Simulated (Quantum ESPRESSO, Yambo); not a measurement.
# A GW chain in Yambo: CdSe (F-43m), part 2 of 3

How does a plane-wave GW calculation on CdSe (F-43m) run from the first input to the gap?

Quantum ESPRESSO 7.5 and Yambo 5.3.0; PBE and many-body steps on it, plane waves. Known limits of the many-body steps: not at the basis limit; exchange with frozen shells missing; no spin-orbit coupling; coarse k mesh.

So far. Step 2 (Ground state): The gap is direct, at Γ. Step 3 (Bands along the symmetry lines): The gap is 0.547 eV, as in the run before at this level.

**4. Empty states on the mesh, 4×4×4 mesh, 149 bands**

Level of this step: DFT, PBE, plane waves, norm-conserving pseudopotentials (Quantum ESPRESSO).

The sums over transitions need many empty states on a uniform mesh; this step solves for them.

pw.in reads:

```
&control
  calculation = 'nscf'
  prefix = 'x'
  outdir = 'o'
  pseudo_dir = 'pseudo'
/
&system
  ibrav = 0
  nat = 2
  ntyp = 2
  ecutwfc = 94.0
  nbnd = 149
  force_symmorphic = .true.
/
&electrons
  conv_thr = 1e-9
  electron_maxstep = 80
  diago_full_acc = .true.
  diago_thr_init = 5e-6
/
ATOMIC_SPECIES
  Cd 112.41 Cd.upf
  Se 78.971 Se.upf
CELL_PARAMETERS angstrom
  -0.0000000000 3.0702711986 3.0702711986
  3.0702711986 -0.0000000000 3.0702711986
  3.0702711986 3.0702711986 -0.0000000000
ATOMIC_POSITIONS crystal
  Cd 0.0000000000 0.0000000000 0.0000000000
  Se 0.7500000000 0.7500000000 0.7500000000
K_POINTS automatic
  4 4 4 0 0 0
```

Launch:

```
> OMP_NUM_THREADS=1 mpirun -n 4 pw.x -nk 4 -in pw.in > pw.out
```

The program printed:

```text
[banner, memory and clock lines left out]
Program PWSCF v.7.5 starts

     Atomic positions and unit cell read from directory:
     o/x.save/

     Message from routine setup:
     using ibrav=0 with symmetry is DISCOURAGED, use correct ibrav instead

     G-vector sticks info

     bravais-lattice index     =            0
     lattice parameter (alat)  =       8.2052  a.u.
     unit-cell volume          =     390.6221 (a.u.)^3
     number of atoms/cell      =            2
     number of atomic types    =            2
     number of electrons       =        36.00
     number of Kohn-Sham states=          149
     kinetic-energy cutoff     =      94.0000  Ry
     charge density cutoff     =     376.0000  Ry
     Exchange-correlation= PBE
                           (   1   4   3   4   0   0   0)

     celldm(1)=   8.205227  celldm(2)=   0.000000  celldm(3)=   0.000000
     celldm(4)=   0.000000  celldm(5)=   0.000000  celldm(6)=   0.000000

     crystal axes: (cart. coord. in units of alat)
               a(1) = (  -0.000000   0.707107   0.707107 )
               a(2) = (   0.707107  -0.000000   0.707107 )
               a(3) = (   0.707107   0.707107  -0.000000 )

     reciprocal axes: (cart. coord. in units 2 pi/alat)
               b(1) = ( -0.707107  0.707107  0.707107 )
               b(2) = (  0.707107 -0.707107  0.707107 )
               b(3) = (  0.707107  0.707107 -0.707107 )
     Pseudo is Norm-conserving + core correction, Zval = 20.0
     Generated using ONCVPSP code by D. R. Hamann
     Using radial grid of 1368 points,  6 beta functions with:
     Pseudo is Norm-conserving + core correction, Zval = 16.0
     Generated using ONCVPSP code by D. R. Hamann
     Using radial grid of 1214 points,  6 beta functions with:
     Cd               20.00   112.41000     Cd( 1.00)
     Se               16.00    78.97100     Se( 1.00)

     24 Sym. Ops. (no inversion) found

   Cartesian axes

     site n.     atom                  positions (alat units)
         1        Cd     tau(   1) = (   0.0000000   0.0000000   0.0000000  )
         2        Se     tau(   2) = (   1.0606602   1.0606602   1.0606602  )

     number of k points=     8
                       cart. coord. in units 2pi/alat
        k(    1) = (   0.0000000   0.0000000   0.0000000), wk =   0.0312500
        k(    2) = (   0.1767767   0.1767767  -0.1767767), wk =   0.2500000
        k(    3) = (  -0.3535534  -0.3535534   0.3535534), wk =   0.1250000
[...]
k(    7) = (  -0.7071068   0.0000000   0.0000000), wk =   0.0937500
        k(    8) = (  -0.7071068   0.3535534   0.0000000), wk =   0.1875000

     Dense  grid:    47855 G-vectors     FFT dimensions: (  54,  54,  54)

     The potential is recalculated from file :
     o/x.save/charge-density

     Starting wfcs are   19 randomized atomic wfcs +  130 random wfcs

     Band Structure Calculation

     End of band structure calculation

          k = 0.0000 0.0000 0.0000 (  5985 PWs)   bands (ev):

   -94.2722 -55.3327 -55.3327 -55.3327 -39.2906 -39.2906 -39.2906 -39.2870
   -39.2870  -5.0742  -0.4764  -0.4764  -0.4764  -0.1327  -0.1327   7.3616
     7.3616   7.3616   7.9091  13.3050  13.3050  13.3050  17.0418  18.4303
[...]
[... 7 further rows ...]
[...]
98.8212  98.8212  98.8212 100.0834 100.8613

          k = 0.1768 0.1768-0.1768 (  6018 PWs)   bands (ev):

[...]
[... 7 further rows ...]
[...]
97.8919  97.8919  98.2988  98.4682  98.6552

          k =-0.3536-0.3536 0.3536 (  5996 PWs)   bands (ev):

[...]
58.8809  58.8809  59.6407  59.6978  60.5345  60.5345  62.3366  62.7241
     [... 7 further rows ...]
    93.5065  94.6538  94.6538  96.1765  97.1605  97.2755  97.2755  98.5394
    98.5394  98.5750  99.3655  99.3655 101.5654

          k = 0.3536 0.0000 0.0000 (  6030 PWs)   bands (ev):

     [... further k-points ...]

     highest occupied, lowest unoccupied level (ev):     7.3616    7.9091

     XML data file, pseudopotentials, collected wavefunctions
```

Elapsed: 23 s, on 4 MPI ranks of Arm Neoverse V1, shared host; peak memory 0.52 GiB.

This step gave:

```yaml
gap: 0.5475 eV
k_of_the_valence_top: 0, 0, 0
k_of_the_conduction_bottom: 0, 0, 0
least_direct_gap: 0.5475 eV
k_points_computed: 8
lowest_point_of_the_top_converged_band_above_the_valence_top: 91.2936 eV
```

On this mesh the gap is 0.547 eV.

**5. Conversion and set-up**

This step: Yambo 5.3.0; conversion and set-up on PBE, plane waves, norm-conserving pseudopotentials.

The states are converted to the many-body program's format and the q mesh is built.

Launch:

```
> (cd o/x.save; p2y > p2y.log; mv SAVE ../..); yambo > setup.log
```

The program printed:

```text
 Yambo, version 5.3.0

 [02] CORE Variables Setup
 =========================

  [02.01] Unit cells
  ==================

  Cell kind             :  FCC
  Atoms in the cell     :  Cd  Se
  number of Cd atoms    :  1
  number of Se atoms    :  1

  List of atomic masses
  Mass of Cd    :  112.4100
  Mass of Se    :  78.97100

  List of atomic coordinates    : [cc]
  Cd1       :  0.000000  0.000000  0.000000  order 1
  Se1       :  8.702958  8.702958  8.702958  order 2

  Alat factors          :  5.801972  5.801972  5.801972 [a.u.]
  Direct lattice volume :  390.6221 [a.u.]
  Direct lattice vectors:  A[ 1 ]  A[ 2 ]  A[ 3 ]
   A[ 1 ]: -0.000000  1.000000  1.000000  [iru]
  -0.000000  5.801972  5.801972  [cc]
   A[ 2 ]:  1.000000 -0.000000  1.000000  [iru]
   5.801972 -0.000000  5.801972  [cc]
   A[ 3 ]:  1.000000  1.000000 -0.000000  [iru]
   5.801972  5.801972 -0.000000  [cc]

  Recip. lattice volume :  0.635013 [a.u.]
  Recip. lattice vectors:  B[ 1 ]  B[ 2 ]  B[ 3 ]
   B[ 1 ]: -0.500000  0.500000  0.500000  [iku]
  -0.541470  0.541470  0.541470  [cc]
   B[ 2 ]:  0.500000 -0.500000  0.500000  [iku]
   0.541470 -0.541470  0.541470  [cc]
   B[ 3 ]:  0.500000  0.500000 -0.500000  [iku]
   0.541470  0.541470 -0.541470  [cc]

  [02.02] Symmetries
  ==================

  Inversion symmetry    : yes
  Spatial inversion     : no
  Inversion index       :  25
  K-space Time-reversal : yes
  Magnetic symmetries   : no
  Time-reversal derived K-space symmetries:   25   48
  Group table correct   : yes
  Symmetries units      :  [cc]

   [S  1]:   1.0000     -0.58858E-17 -0.58858E-17 -0.58858E-17   1.0000      0.58858E-17  0.58858E-17  0.58858E-17   1.0000
   [S  2]:  -1.0000      0.58858E-17 -0.58858E-17  0.58858E-17  -1.0000      0.58858E-17 -0.58858E-17 -0.58858E-17   1.0000
   [S  3]:  -1.0000     -0.58858E-17  0.58858E-17  0.58858E-17   1.0000     -0.58858E-17 -0.58858E-17  0.58858E-17  -1.0000
[...]
[S  9]: -0.58858E-17   1.0000     -0.58858E-17  0.58858E-17 -0.58858E-17   1.0000       1.0000      0.58858E-17  0.58858E-17
   [S 10]: -0.58858E-17  -1.0000      0.58858E-17  0.58858E-17  0.58858E-17  -1.0000       1.0000     -0.58858E-17 -0.58858E-17
     [... 36 further rows ...]
   [S*47]:   1.0000     -0.58858E-17  0.58858E-17 -0.58858E-17  0.58858E-17  -1.0000      0.58858E-17   1.0000     -0.58858E-17
   [S*48]:   1.0000      0.58858E-17 -0.58858E-17 -0.58858E-17 -0.58858E-17   1.0000      0.58858E-17  -1.0000      0.58858E-17

  [02.03] Reciprocal space
  ========================

  nG shells         :   429
  nG charge         :   47855
  nG WFs            :   7171
  nC WFs            :   6030
  G-vecs. in first 42 shells:  [ Number ]
     1    9   15   27   51   59   65   89  113
    137   169   181   229   259   283   307   331   339
    387   411   459   531   537   561   609   645   701
[...]
K/Q-points units:
  rlu = crystal or reduced units; cc = cartesian coordinates; iku = interal k-units

  K [1]          [rlu]:  0.000000  0.000000  0.000000
         WF components:   5985
  K [2]          [rlu]: -0.74024E-17  0.64753E-17  0.25000
         WF components:   6018
  K [3]          [rlu]:  0.14805E-16 -0.12951E-16 -0.50000
         WF components:   5996
  K [4]          [rlu]: -0.67816E-17  0.25000      0.25000
         WF components:   6030
  K [5]          [rlu]:  0.19523E-17  0.25000     -0.50000
         WF components:   6012
  [... 2 further k-points ...]
  K [8]          [rlu]:  0.250000 -0.500000 -0.250000
         WF components:   6008

  [02.05] Energies & Occupations
  ==============================

  [X] === General ===
  [X] Electronic Temperature                        :  0.000000  0.000000 [eV K]
  [X] Bosonic    Temperature                        :  0.000000  0.000000 [eV K]
  [X] Finite Temperature mode                       : no
  [X] El. density                                   :  0.62193E+24 [cm-3]
  [X] Fermi Level                                   :  7.361628 [eV]

  [X] === Gaps and Widths ===
  [X] Conduction Band Min                           :  0.547474 [eV]
  [X] Valence Band Max                              :  0.000000 [eV]
  [X] Filled Bands                                  :  18
  [X] Empty Bands                                   :   19  149
  [X] Direct Gap                                    :  0.547474 [eV]
  [X] Direct Gap localized at k                     :  1
  [X] Indirect Gap                                  :  0.547474 [eV]
  [X] Indirect Gap between kpts                     :  1  1
  [X] Last valence band width                       :  2.085577 [eV]
  [X] 1st conduction band width                     :  4.363902 [eV]

  E @ K [1]:  [eV]
  -101.6338  -62.6943  -62.6943  -62.6943  -46.6522  -46.6522  -46.6522  -46.6486
   -46.649      -12.436      -7.8380      -7.8380      -7.8380      -7.4943      -7.4943     -0.40763E-09
  -0.76669E-10   0.0000      0.54747       5.9434       5.9434       5.9434       9.6801       11.069
[...]
occ @ K [1]
[...]
E @ K [2]:  [eV]
[...]
occ @ K [2]
[...]
E @ K [3]:  [eV]
[...]
occ @ K [3]
[...]
E @ K [4]:  [eV]
[...]
occ @ K [4]
[...]
E @ K [5]:  [eV]
[...]
occ @ K [5]
[...]
[... 2 further k-points ...]
  E @ K [8]:  [eV]
[...]
occ @ K [8]
[...]
0.000000  0.000000  0.000000  0.000000  0.000000  0.000000  0.000000  0.000000
   0.000000  0.000000  0.000000  0.000000  0.000000  0.000000  0.000000  0.000000

 [03] Transferred momenta grid and indexing
 ==========================================

 IBZ Q-points                                      :   8
 BZ  Q-points                                      :   64

 K/Q-points units:
 rlu = crystal or reduced units; cc = cartesian coordinates; iku = interal k-units

 Q [1]          [rlu]:  0.000000  0.000000  0.000000
 Q [2]          [rlu]: -0.74024E-17  0.64753E-17  0.25000
 Q [3]          [rlu]:  0.14805E-16 -0.12951E-16 -0.50000
[...]
Q [7]          [rlu]:  0.13563E-16 -0.50000     -0.50000
 Q [8]          [rlu]:  0.250000 -0.500000 -0.250000

  [03.01] X indexes
  =================

   [03.01.01] Sigma indexes
   ========================

 [06] Game Over & Game summary
```

Wall time 3.1 s (1 MPI rank); peak memory 0.26 GiB.

(Part 2 of 3 ends here.)

[Paths, hosts, dates, memory and timing lines, banners, echoed tables and standing remarks are left out of the program output.]

[Logs are printed without paths, hosts, clocks, repeated set-up lines and the standing remarks that a program may print on its own settings, such as how far it seeks lower states.]

[Runs of the session that timed out or met a known fault of the program may be left out.]

[Hosts, paths, dates, database ids (printed as entryN), source tags and the programs' standing remarks are cut or masked in the printed files.]
